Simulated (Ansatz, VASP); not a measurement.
# GeSb2Te4 in two plane-wave programs

One calculation is typed for both programs; each brings its own data sets. How far apart do they land? The cell is taken from a series of runs on this material, whose earlier steps may have relaxed, scaled, displaced or heated it; both programs get it as it stands.

Calculated with Ansatz 0.2.0; plane waves, with VASP 6.6.1 beside it; single point at PBE.

## 1. The starting structure

Symmetry: R3m, No. 160, trigonal system. The conventional cell has a = 4.245 Å, b = 4.245 Å, c = 41.066 Å, α = 90.00°, β = 90.00°, γ = 120.00°. Nearest to Ge lie 6 Te at 2.83 to 3.21 Å. Nearest to Sb lie 6 Te at 2.99 to 3.19 Å. Nearest to Sb lie 6 Te at 3.01 to 3.14 Å. Te has 3 Ge at 2.83 Å nearest. Nearest to Te lie 3 Sb at 2.99 Å. Nearest to Te lie 6 Sb at 3.14 to 3.19 Å. Farther neighbours and most contacts between anions are not listed.

## 2. Ansatz: single point, PBE, pair 1

Ansatz runs on its PAW soft_1 files.

With cell and atoms fixed, the geometry can't cause a difference; cores, projectors, grids and the points listed under the comparison can.

Contents of input.yaml:

```yaml
crystal:
  lattice:
    - [2.1224091295, 1.2253734822, 13.6886251841]
    - [-2.1224091295, 1.2253734822, 13.6886251841]
    - [0.0, -2.4507469645, 13.6886251841]
  atoms:
    - { symbol: Ge, position: [0.5704235734, 0.5704235734, 0.5704235734] }
    - { symbol: Sb, position: [0.4278504304, 0.4278504304, 0.4278504304] }
    - { symbol: Sb, position: [0.9970228088, 0.9970228088, 0.9970228088] }
    - { symbol: Te, position: [0.8692137876, 0.8692137876, 0.8692137876] }
    - { symbol: Te, position: [0.1363573469, 0.1363573469, 0.1363573469] }
    - { symbol: Te, position: [0.711478139, 0.711478139, 0.711478139] }
    - { symbol: Te, position: [0.287652914, 0.287652914, 0.287652914] }
kpoints:
  mp_grid: { grid: [6, 6, 6] }
  band_path:
    path:
      - [0.0, 0.0, 0.0]
      - [0.5, 0.5, 0.5]
      - [0.82799106, 0.17200894, 0.5]
      - [0.5, -0.17200894, 0.17200894]
      - [0.5, 0.0, 0.0]
      - [0.33600447, -0.33600447, 0.0]
      - [0.66399553, 0.0, 0.33600447]
      - [0.5, 0.0, 0.5]
      - [0.1, 0.0, 0.0]
      - [0.532799106, 0.467200894, 0.5]
      - [0.033600447, -0.033600447, 0.0]
    npoints: 1
hamiltonian:
  xc: pbe
  pseudopotentials: { kind: paw, azcp: { folder: soft_1 } }
scf:
  occupations: { method: fermi_dirac, width: 0.02 }
  n_extra_bands: 6
output:
  eigenvalues: true
  forces: true
  stress: true
```

Started as:

```
> ansatz run input.yaml --threads 3 --pin off --max-ram 92160MiB --backend cuda --events-out ev --progress --plain --runs-dir out --devices 1 --max-vram 13GiB
```

Numbers of over 12 decimals in the logs are rounded to 6 here.

The log of the run:

```text
basis.fft_grid_basis auto: the FFT boxes are laid along the combinations [[1, 0, -1], [0, 1, -1], [0, 0, 1]] of the cell's own vectors, 4.245, 4.245 and 13.906 Å long. The dense box has 30×30×96 points. Along the cell's own vectors, as sized, it would have 96×96×96, 10.24 times as many. Of the 6 symmetry operations that the crystal satisfies within crystal.symmetry.tolerance (time reversal apart; of a slab, those tha [...]
scf.n_extra_bands = 6 over 54 filled bands (N_el = 108.0): the run solves 60 bands
GPUs: using 1 of 1 available (devices: 1).
Engine: ansatz 0.2.0, x86_64-unknown-linux-gnu
Pseudopotentials: kind: paw
Pseudopotential: Ge, paw, valence charge 14, recommended cutoff 420 eV (normal), soft_1/Ge.paw.azcp
Pseudopotential: Sb, paw, valence charge 15, recommended cutoff 420 eV (normal), soft_1/Sb.paw.azcp
Pseudopotential: Te, paw, valence charge 16, recommended cutoff 420 eV (normal), soft_1/Te.paw.azcp
Functional definition: PBE
  parameter kappa = 0.804
  parameter beta = 0.066725
  exchange = pbe_x(kappa = kappa, mu = beta*pi^2/3)
  correlation = pbe_c(beta = beta)
device memory: the entry about to start is reckoned to put 5.4 GiB on a device that reports 24.9 GiB free (of which the cap on the GPU budget leaves the run 13.0 GiB)
GPU FFT provider: cuFFT
GPU libraries: cuBLAS 13.8.2, cuFFT 12.4.0, cuSOLVER 12.3.4
Crystal: 7 atoms, lattice volume = 213.604 Å³
Basis set: ecut = 420 eV, 4125 PW (Γ), FFT grids on a1−a3, a2−a3, a3, exchange–correlation on 60×60×192 points (8 copies of the dense FFT grid, shifted against one another)
Bands: 60, of which v1, the nominal top of the filled ones, is band 54 counted from 1 (53 counted from 0)
Symmetry: 6 space group operations
Space group: R3m (ITA 160), of the structure as read, at distance tolerance 6.0e-5 Å
k-points: 32 of 216 (time reversal used)
Non-local potential: Ge, projectors of the file, l = 0: 2, l = 1: 2, l = 2: 3, l = 3: 1
Non-local potential: Sb, projectors of the file, l = 0: 2, l = 1: 2, l = 2: 2, l = 3: 1
Non-local potential: Te, projectors of the file, l = 0: 2, l = 1: 2, l = 2: 2, l = 3: 1
PAW form: soft (Blöchl's): semilocal exchange-correlation on the pseudo side does not see the compensation charge
PAW one-centre angular grid: Ge, 590 points (default); XC on 64 Gauss nodes
PAW one-centre angular grid: Sb, 590 points (default); XC on 64 Gauss nodes
PAW one-centre angular grid: Te, 590 points (default); XC on 64 Gauss nodes
Initial density: superposition of atomic densities (chi_scale 0.1, normalization cell, long waves kept (reshape's long-wave potential 0.10 eV rms))
Initial wavefunctions: pseudopotential atomic-orbital guess
GPU buffer pool allocated for 86400 grid points (all kernels)
GPU transforms: local potential and band sums: pruned to the plane-wave sphere, on 30×30×96
Functional: x = pbe(κ = 0.804, μ = 0.219515), c = pbe(β = 0.066725)
SCF iter   1: F=—  HF=-45185.242234 eV  |F-HF|=—  |Δ(HF+E_count)|=         —  Δρ=1.52e-2  dr2=1.91e0  ethr=3.10e-3  ⟨swp⟩=6.6  Hψ=7472  notcnv=0
preconditioner: auto → Resta (q_TF=auto, 2.435 Å⁻¹)  ε∞=5.5  [insulator: Δε(μ)=0.316 eV  Ē_g=7.345 eV  σ=0.020 eV  W_gap=1.00  n_scr=58 (ndim 8)  ℏωp=15.7 eV  f_vac=0.005  D(μ)=0.00/eV (n_scr^D=0)  ε∞_Penn≈5.5]
SCF iter   2: F=—  HF=-45185.080062 eV  |F-HF|=—  |Δ(HF+E_count)|=   1.62e-1  Δρ=8.93e-3  dr2=3.30e-1  ethr=1.77e-3  ⟨swp⟩=2.7  Hψ=2501  notcnv=0  defer=36
SCF iter   3: F=—  HF=-45185.060085 eV  |F-HF|=—  |Δ(HF+E_count)|=   2.00e-2  Δρ=5.19e-3  dr2=9.11e-2  ethr=3.05e-4  ⟨swp⟩=2.8  Hψ=2400  notcnv=0  defer=38
SCF iter   4: F=—  HF=-45185.058710 eV  |F-HF|=—  |Δ(HF+E_count)|=   1.38e-3  Δρ=1.17e-3  dr2=7.83e-3  ethr=8.43e-5  ⟨swp⟩=2.5  Hψ=2298  notcnv=0  defer=38
SCF iter   5: F=—  HF=-45185.059421 eV  |F-HF|=—  |Δ(HF+E_count)|=   7.11e-4  Δρ=5.28e-4  dr2=6.01e-3  ethr=7.25e-6  ⟨swp⟩=2.5  Hψ=2592  notcnv=0  defer=35
SCF iter   6: F=—  HF=-45185.059465 eV  |F-HF|=—  |Δ(HF+E_count)|=   4.46e-5  Δρ=2.28e-4  dr2=2.88e-4  ethr=5.57e-6  ⟨swp⟩=2.0  Hψ=2103  notcnv=0  defer=35
SCF iter   7: F=—  HF=-45185.059704 eV  |F-HF|=—  |Δ(HF+E_count)|=   2.39e-4  Δρ=8.09e-5  dr2=2.54e-5  ethr=2.67e-7  ⟨swp⟩=2.0  Hψ=2654  notcnv=0  defer=35
SCF iter   8: F=—  HF=-45185.059989 eV  |F-HF|=—  |Δ(HF+E_count)|=   2.85e-4  Δρ=3.08e-5  dr2=2.35e-6  ethr=2.35e-8  ⟨swp⟩=2.0  Hψ=2679  notcnv=0  defer=35
SCF iter   9: F=—  HF=-45185.059989 eV  |F-HF|=—  |Δ(HF+E_count)|=   9.73e-8  Δρ=1.14e-5  dr2=3.13e-7  ethr=2.18e-9  ⟨swp⟩=2.0  Hψ=2977  notcnv=0  defer=35
SCF iter  10: F=-45185.059990 eV  HF=-45185.059989 eV  |F-HF|=6.79e-8  |Δ(HF+E_count)|=   2.79e-7  Δρ=4.28e-6  dr2=4.44e-8  ethr=9.26e-11  ⟨swp⟩=10.7  Hψ=9842  notcnv=0
SCF 1 converged in 10 iterations: F = -45185.059990 eV  dr2 = 4.44e-8
  greatest PAW one-centre occupation: 0.998 electrons in one spin orbital (limit 2), on the Ge atom at site 0 (counted from 0), in its partial waves of l = 2
device memory: the entry about to start is reckoned to put 3.9 GiB on a device that reports 23.4 GiB free (of which the cap on the GPU budget leaves the run 13.0 GiB)
NSCF: frozen V_eff on 11 k-points
SCF converged after 10 iterations
Free energy (F): -45185.059990 eV
Harris-Foulkes:  -45185.059989 eV  (|F-HF|=6.79e-8)
Internal energy: -45185.059971 eV  (E = F + TS)
E sigma→0 (E₀):  -45185.059980 eV
Entropy (-TS):   -0.000019 eV (-0.003 meV/atom)
Fermi energy:    9.697373 eV
--- Per-component energies (eV) ---
  E_band       = -1503.226125
  E_kinetic    = 1102.513200
  E_local      = -11786.949039  (includes V_loc(G=0)·N_el)
  E_nonlocal   = 1251.399467
  E_hartree    = 5575.403539
  E_xc         = -760.686127
  E_vxc        = -655.468264  (∫ρ·V_xc dr)
  E_paw        = -29771.809176  (= ΣΔE_a)
  E_vpaw       = -2565.525026  (= ΣTr[D̂ρ^β])
  E_aug_tail   = 0.000640  (compensation charges beyond the density's cutoff)
  E_ewald      = -10794.932474
  E_smearing   = -0.000019  (= −TS)
  E_closure    = 0.000000  (closes the sum)
  Σ components = -45185.059990   (vs F -45185.059990, Δ=0.00e0)
--- Forces (eV/Å), atoms counted from 1 ---
  atom   1  Ge     0.00000000    -0.00000000     0.00012785
  atom   2  Sb     0.00000000     0.00000000    -0.00002318
  atom   3  Sb     0.00000000     0.00000000    -0.00122268
  atom   4  Te     0.00000000    -0.00000000     0.00003316
  atom   5  Te     0.00000000    -0.00000000     0.00058802
  atom   6  Te     0.00000000     0.00000000    -0.00014134
  atom   7  Te     0.00000000    -0.00000000     0.00065577
  max |Σ_I F_I| component: 1.76e-5 eV/Å
--- Stress (GPa, compression-positive) ---
        1.863138       0.000000       0.000000
        0.000000       1.863138       0.000000
        0.000000       0.000000       1.632244
  P = ⅓ Tr σ = 1.7862 GPa (17.862 kbar)
--- Band table (eV; the first three rows and the last of 32) ---
  k-point 0: bands = [... 50 lower, 8.1877, 8.1877, 8.6451, 9.4687, 9.9997, 9.9997, 10.1627, 10.7378, ... 2 higher]
  k-point 1: bands = [... 50 lower, 8.0196, 8.3255, 8.9581, 9.3225, 10.2010, 10.2818, 10.5032, 11.4064, ... 2 higher]
  k-point 2: bands = [... 50 lower, 7.3768, 7.9864, 8.2220, 8.5363, 10.5816, 10.6291, 11.2221, 11.4788, ... 2 higher]
  k-point 31: bands = [... 50 lower, 8.3105, 8.3105, 8.3864, 9.5734, 9.8497, 9.8497, 10.0707, 11.0186, ... 2 higher]
```

## 3. VASP: single point, PBE, pair 1

The same cell, functional, mesh and smearing now go to VASP, with its own data sets.

Lines of VASP's logs that name or quote its potential files are left out, and so is its time.

Contents of INCAR:

```
SYSTEM = GeSb2Te4
PREC = Accurate
ENCUT = 500
EDIFF = 1E-06
NELM = 120
ISMEAR = -1
SIGMA = 0.02
LREAL = .FALSE.
ALGO = Normal
GGA = PE
NBANDS = 31
LORBIT = 11
LWAVE = .FALSE.
LCHARG = .FALSE.
ISIF = 2
LASPH = .TRUE.
GGA_COMPAT = .FALSE.
EFERMI = MIDGAP
KPAR = 2
```

Contents of POSCAR:

```
GeSb2Te4
1.0
    2.1224091295      1.2253734822     13.6886251841
   -2.1224091295      1.2253734822     13.6886251841
    0.0000000000     -2.4507469645     13.6886251841
Ge Sb Te
1 2 4
Direct
    0.5704235734      0.5704235734      0.5704235734
    0.4278504304      0.4278504304      0.4278504304
    0.9970228088      0.9970228088      0.9970228088
    0.8692137876      0.8692137876      0.8692137876
    0.1363573469      0.1363573469      0.1363573469
    0.7114781390      0.7114781390      0.7114781390
    0.2876529140      0.2876529140      0.2876529140
```

Contents of KPOINTS:

```
Automatic mesh
0
Gamma
6 6 6
0 0 0
```

PAW data sets: Ge_d, Sb and Te (PBE family, release 64).

Started as:

```
> mpirun -np 2 vasp_std
```

The log of the run:

```text
[banner, memory and clock lines left out]
running    2 mpi-ranks, on    1 nodes
 distrk:  each k-point on    1 cores,    2 groups
 distr:  one band on    1 cores,    1 groups

 POSCAR found type information on POSCAR GeSbTe
 POSCAR found :  3 types and       7 ions
 LDA part: xc-table for (Slater+PW92), standard interpolation
 POSCAR, INCAR and KPOINTS ok, starting setup
 FFT: planning ... GRIDC
 FFT: planning ... GRID_SOFT
 FFT: planning ... GRID
 WAVECAR not read
 entering main loop
       N       E                     dE             d eps       ncg     rms          rms(c)
DAV:   1     0.353180613458E+03    0.35318E+03   -0.18208E+04  2363   0.174E+03
DAV:   2     0.220680389354E+02   -0.33111E+03   -0.31673E+03  2257   0.443E+02
DAV:   3    -0.237640694173E+02   -0.45832E+02   -0.43895E+02  2471   0.119E+02
DAV:   4    -0.261605403590E+02   -0.23965E+01   -0.23676E+01  2358   0.319E+01
DAV:   5    -0.262508734527E+02   -0.90333E-01   -0.90248E-01  2848   0.635E+00    0.107E+01
DAV:   6    -0.260730209884E+02    0.17785E+00   -0.27710E-01  2858   0.355E+00    0.738E+00
DAV:   7    -0.261015047359E+02   -0.28484E-01   -0.30581E-01  2470   0.324E+00    0.109E+00
DAV:   8    -0.260779564764E+02    0.23548E-01   -0.76577E-02  2377   0.193E+00    0.516E-01
DAV:   9    -0.260769319103E+02    0.10246E-02   -0.22165E-02  2400   0.658E-01    0.428E-01
DAV:  10    -0.260768735434E+02    0.58367E-04   -0.37904E-03  2414   0.262E-01    0.231E-01
DAV:  11    -0.260769850978E+02   -0.11155E-03   -0.68986E-04  2335   0.125E-01    0.933E-02
DAV:  12    -0.260770121113E+02   -0.27013E-04   -0.10926E-04  2545   0.563E-02    0.254E-02
DAV:  13    -0.260770159673E+02   -0.38561E-05   -0.23790E-05  2540   0.235E-02    0.153E-02
DAV:  14    -0.260770164562E+02   -0.48889E-06   -0.44932E-06  2357   0.987E-03
   1 F= -.26077016E+02 E0= -.26077006E+02  d E =-.213589E-04
```

From OUTCAR (step 3):

```text
ion  position               nearest neighbor table
   1  0.570  0.570  0.570-   4 2.83   4 2.83   4 2.83   7 3.21   7 3.21   7 3.21
   2  0.428  0.428  0.428-   5 2.99   5 2.99   5 2.99   6 3.19   6 3.19   6 3.19
   3  0.997  0.997  0.997-   7 3.01   7 3.01   7 3.01   6 3.14   6 3.14   6 3.14
   4  0.869  0.869  0.869-   1 2.83   1 2.83   1 2.83   5 3.66   5 3.66   5 3.66
   5  0.136  0.136  0.136-   2 2.99   2 2.99   2 2.99   4 3.66   4 3.66   4 3.66
   6  0.711  0.711  0.711-   3 3.14   3 3.14   3 3.14   2 3.19   2 3.19   2 3.19
   7  0.288  0.288  0.288-   3 3.01   3 3.01   3 3.01   1 3.21   1 3.21   1 3.21

  LATTYP: Found a trigonal (rhomboedric) cell.
 ALAT       =    13.9062798805
 COS(alpha) =     0.9534128359

 Subroutine GETGRP returns: Found  6 space group operations
 (whereof  6 operations were pure point group operations)

The static configuration has the point symmetry C_3v.

 Found     32 irreducible k-points:

   k-points           NKPTS =     32   k-points in BZ     NKDIM =     32   number of bands    NBANDS=     31

   dimension x,y,z NGX =   108 NGY =  108 NGZ =  108
   dimension x,y,z NGXF=   216 NGYF=  216 NGZF=  216

   ENCUT  =  500.0 eV  36.75 Ry    6.06 a.u.  25.35 25.35 25.35*2*pi/ulx,y,z

   NELECT =      48.0000    total number of electrons

 k-points in reciprocal lattice and weights: Automatic mesh
   0.00000000  0.00000000  0.00000000       0.005
   0.16666667 -0.00000000  0.00000000       0.028
   0.33333333  0.00000000 -0.00000000       0.028
   0.50000000  0.00000000  0.00000000       0.014
   0.16666667  0.16666667  0.00000000       0.028
   0.33333333  0.16666667  0.00000000       0.056
   0.50000000  0.16666667  0.00000000       0.056
  -0.33333333  0.16666667  0.00000000       0.056
  -0.16666667  0.16666667  0.00000000       0.028
[...]
-0.33333333  0.50000000  0.33333333       0.028
   0.50000000  0.50000000  0.50000000       0.005

 average (electrostatic) potential at core
       1 -72.9067       2 -87.0499       3 -87.0589       4 -87.9921       5 -88.3744
       6 -88.1206       7 -88.3466

 E-fermi :   6.6749

 k-point     1 :       0.0000    0.0000    0.0000
  band No.  band energies     occupation
    ...
     20       5.0670      2.00000
     21       5.1685      2.00000
     22       5.1685      2.00000
     23       5.6143      2.00000
     24       6.4546      1.99997
     25       6.9803      0.00000
     26       6.9803      0.00000
     27       7.1330      0.00000
     28       7.7163      0.00000
     29       7.7163      0.00000
    ...

 k-point     2 :       0.1667   -0.0000    0.0000
  band No.  band energies     occupation
    ...
     20       4.8286      2.00000
     21       5.0009      2.00000
     22       5.3060      2.00000
     23       5.9405      2.00000
     24       6.3046      2.00000
     25       7.1830      0.00000
     26       7.2570      0.00000
     27       7.4813      0.00000
     28       8.3772      0.00000
     29       8.4139      0.00000
    ...

 k-point     3 :       0.3333    0.0000   -0.0000
  band No.  band energies     occupation
    ...
     20       4.2692      2.00000
     21       4.3516      2.00000
     22       4.9684      2.00000
     23       5.2053      2.00000
     24       5.5181      2.00000
     25       7.5543      0.00000
     26       7.6122      0.00000
     27       8.2014      0.00000
     28       8.4549      0.00000
     29       8.6145      0.00000
    ...

  Total        2.4512652      2.4512652      2.1456240      0.0000000     -0.0000000      0.0000000
  in kB       18.3862101     18.3862101     16.0936868      0.0000000     -0.0000000      0.0000000
  external PRESSURE =      17.6220356 kB  Pullay stress =       0.0000000 kB

  energy-cutoff  :      500.00
  volume of cell :      213.60
      direct lattice vectors                 reciprocal lattice vectors
     2.122409129  1.225373482 13.688625184     0.235581346  0.136012954  0.024351118
    -2.122409129  1.225373482 13.688625184    -0.235581346  0.136012954  0.024351118
     0.000000000 -2.450746964 13.688625184     0.000000000 -0.272025907  0.024351118

 POSITION                                       TOTAL-FORCE (eV/Angst)
 -----------------------------------------------------------------------------------
      0.00000     -0.00000     23.42494         0.000000     -0.000000      0.012672
      0.00000     -0.00000     17.57005         0.000000      0.000000     -0.028772
      0.00000     -0.00000     40.94361         0.000000     -0.000000      0.013059
      0.00000     -0.00000     35.69503         0.000000      0.000000     -0.014595
      0.00000     -0.00000      5.59963         0.000000     -0.000000      0.023955
      0.00000     -0.00000     29.21747         0.000000     -0.000000      0.003625
      0.00000     -0.00000     11.81272         0.000000      0.000000     -0.009944
 -----------------------------------------------------------------------------------
    total drift:                               -0.000000     -0.000000     -0.000357

  FREE ENERGIE OF THE ION-ELECTRON SYSTEM (eV)
  ---------------------------------------------------
  free  energy   TOTEN  =       -26.0770164562 eV

  energy  without entropy=      -26.0769950973  energy(sigma->0) =      -26.07700578

 total charge
# of ion       s       p       d       tot
------------------------------------------
    1        1.303   0.827  10.009  12.139
    2        1.286   0.984   0.049   2.319
    3        1.292   0.975   0.051   2.318
    4        1.397   1.920   0.030   3.346
    5        1.417   1.877   0.032   3.326
    6        1.397   1.935   0.033   3.365
    7        1.401   1.906   0.038   3.345
--------------------------------------------------
tot          9.494  10.424  10.241  30.158

[... 3 further parts left out ...]
```

The run ends at a pressure of 1.76 GPa, with forces up to 0.029 eV/Å.

## 4. Comparison

Known differences besides the potentials themselves: the data sets hold 108 valence electrons in Ansatz (on its PAW soft_1 files) and 48 in VASP; the cutoff is 420 eV in Ansatz and 500 eV in VASP. Total energies have different zeros and are not compared.

The two programs side by side:

```csv
quantity,Ansatz,VASP,difference
pressure (GPa),1.79,1.76,+0.02
gap on the k mesh (eV),0.255,0.251,+0.004
```

At this near-relaxed geometry the largest component of a force difference is 29 meV/Å. A gap on the mesh is an upper bound, since the band edges may lie between its points.

(Continued in part 2 of 2.)

[Lines on the potential files, build, host, timing and source positions are cut from VASP's logs without a mark.]

[Logs are printed without paths, hosts, clocks, repeated set-up lines and the standing remarks that a program may print on its own settings, such as how far it seeks lower states.]

[Hosts, paths, dates, database ids (printed as entryN), source tags and the programs' standing remarks are cut or masked in the printed files.]
